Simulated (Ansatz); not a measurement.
One change: `CCCCO` becomes `CCCO[SiH3]`.

Ansatz, PBE0-D4/def2-TZVP geometries, multiplicity 1. Each molecule was computed in one conformer, which needn't be the lowest.

| property | `CCCCO` |
| --- | --- |
| size of the dipole moment (B3LYP/def2-TZVPP) / D | 1.69 |
| HOMO energy (ωB97M-V/def2-TZVPP) / eV | -10.18 |
| LUMO energy (PBE/def2-TZVPP) / eV | 0.24 |
| HOMO energy (PBE/def2-TZVPP) / eV | -6.08 |
| LUMO energy (PBE0/def2-TZVPP) / eV | 1.07 |
| HOMO–LUMO gap (PBE0/def2-TZVPP) / eV | 8.81 |

Problem. Give the same properties after the change, and the shifts. (Estimate.)

Solution. Computed: 
```json
{"property": "size of the dipole moment (B3LYP/def2-TZVPP) / D", "`CCCO[SiH3]`": "1.11", "shift": "-0.58"}
{"property": "HOMO energy (ωB97M-V/def2-TZVPP) / eV", "`CCCO[SiH3]`": "-10.47", "shift": "-0.29"}
{"property": "LUMO energy (PBE/def2-TZVPP) / eV", "`CCCO[SiH3]`": "-0.50", "shift": "-0.74"}
{"property": "HOMO energy (PBE/def2-TZVPP) / eV", "`CCCO[SiH3]`": "-6.58", "shift": "-0.50"}
{"property": "LUMO energy (PBE0/def2-TZVPP) / eV", "`CCCO[SiH3]`": "0.37", "shift": "-0.70"}
{"property": "HOMO–LUMO gap (PBE0/def2-TZVPP) / eV", "`CCCO[SiH3]`": "8.46", "shift": "-0.35"}
```

With PBE0 the HOMO falls by 0.35 eV and the LUMO falls by 0.70 eV, so the gap narrows by about 0.35 eV. PBE moves the HOMO by -0.50 eV and ωB97M-V by -0.29 eV. Dipoles are sizes alone; their direction can turn.

B3LYP here is the variant with VWN-RPA as its local correlation; programs differ in this.

Positive LUMOs are unbound, so they and the gaps depend on the basis.
